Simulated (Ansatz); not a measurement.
Crystal: Cd.

```xyz
1
Lattice="-1.7843 1.7843 1.7843 1.7843 -1.7843 1.7843 1.7843 1.7843 -1.7843" Properties=species:S:1:pos:R:3 pbc="T T T"
Cd    0.0000    0.0000    0.0000
```

This isn't the form of Cd at room conditions, which is hcp.

```yaml
Program: Ansatz 0.2.0
Task: relaxation of cell and atoms
Functional: PBE
Dispersion: D3(BJ)-ATM
Potentials_or_basis: Ansatz PAW
Cutoff: "420 eV (not typed: the program's choice for these potentials)"
k_mesh: 10 × 10 × 10
Occupations: fermi-dirac, width 0.05 eV
Spin: no spin polarisation
```

At the start: volume 22.72 Å³/atom.

Question: How do energy, volume and symmetry change on relaxing?

Answer: It ends after 4 steps and the volume is 21.91 Å³/atom (-3.6 %); space group Im-3m (No. 229, to 0.05 Å).

The path:
| step | energy change (eV) | largest force (eV/Å) | volume (Å³) |
| --- | --- | --- | --- |
| 1 | 0.0000 | 0.0000 | 22.72 |
| 2 | -0.0037 | 0.0000 | 22.08 |
| 3 | -0.0039 | 0.0000 | 21.91 |
| 4 | -0.0036 | 0.0000 | 21.91 |

Final structure:
```xyz
1
Lattice="-1.7629 1.7629 1.7629 1.7629 -1.7629 1.7629 1.7629 1.7629 -1.7629" Properties=species:S:1:pos:R:3 pbc="T T T"
Cd    0.0000    0.0000    0.0000
```

Caveat: the plane-wave basis is chosen anew once the cell has moved, so the energies of steps on either side of that aren't comparable; pairwise dispersion overbinds metals, which lowers pressure and volume.
